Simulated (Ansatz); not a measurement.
## GaAs (F-43m), stationary points along a deformation path

All numbers below come from Ansatz, DFT PBEsol, scalar-relativistic, plane waves, PAW. The runs took a 420 eV cutoff, a Γ-centred 12×12×12 mesh and Gaussian smearing (0.05 eV). No spin polarisation. Energies are free energies at this smearing, counted from the undisturbed cell; pressure is positive in compression.

The starting cell (as given, not relaxed at this level; it stands at 0.2 GPa):

```
Ga As
1.0
     0.00000    2.82685    2.82685
     2.82685    0.00000    2.82685
     2.82685    2.82685    0.00000
Ga As
1 1
Direct
  0.00000 0.00000 0.00000
  0.75000 0.75000 0.75000
```

At fixed volume and fractional coordinates, lengths along (0.000, 0.000, 1.000) are scaled against those across it; ρ is that ratio over its starting value. V = 22.590 Å³/atom. Δσ is the stress along the axis less the mean stress across it (compression positive).

| ρ | ΔE (meV/atom) | Δσ (GPa) | space group |
| --- | --- | --- | --- |
| 0.650 | 266.3 | 8.47 | I-4m2 |
| 0.707 | 198.8 | 8.34 | I-4m2 |
| 0.780 | 121.6 | 8.25 | I-4m2 |
| 0.850 | 59.5 | 6.85 | I-4m2 |
| 0.920 | 17.6 | 4.23 | I-4m2 |
| 0.960 | 4.5 | 2.27 | I-4m2 |
| 1.000 | 0.0 | 0.00 | F-43m |
| 1.050 | 7.2 | -3.22 | I-4m2 |
| 1.100 | 28.9 | -6.78 | I-4m2 |
| 1.200 | 114.8 | -14.27 | I-4m2 |
| 1.300 | 245.4 | -20.36 | I-4m2 |
| 1.414 | 408.0 | -20.29 | I-4m2 |
| 1.500 | 509.9 | -15.51 | I-4m2 |

Problem. How does the stress give the slope of the energy, and where is the energy stationary?

Solution. Along the path d ln(length) is 2/3 d ln ρ on the axis and −1/3 d ln ρ across it, so dE/d ln ρ = −(2/3) V Δσ: the energy falls with ρ where Δσ is positive. Δσ vanishes or changes sign at ρ = 1.000 (F-43m), a minimum at 0.0 meV/atom. Pairs of stationary points between two samples would go unseen, and could change a minimum read from distant neighbours into a maximum. At ρ = 1.000 the cell is cubic, where symmetry alone makes the stress isotropic and the slope zero.

Problem. Which shear constant sets the curvature at ρ = 1?

Solution. For a cubic crystal E/V = (2/3) C (ln ρ)² with C = C′ = (C11 − C12)/2, so Δσ = −2C ln ρ. The parabola of Δσ against ln ρ through ρ = 0.960, 1 and 1.050 gives C ≈ 30 GPa with the ions clamped, rough because the steps are large.

Problem. Integrate that slope from ρ = 1 to 1.200 by the trapezoid rule.

Solution. With V/N in Å³ and 1 eV/Å³ = 160.2 GPa the slopes at ρ = 1.000, 1.050, 1.100, 1.200 are 0, 303, 638, 1341 meV/atom per unit of ln ρ. The steps add 7.4 + 21.9 + 86.1 = 115.3 meV/atom, against 114.8 from the energies; the trapezoid rule misses the curvature of the slope within each step.

The gap closes along the scan, which can put kinks into the curve.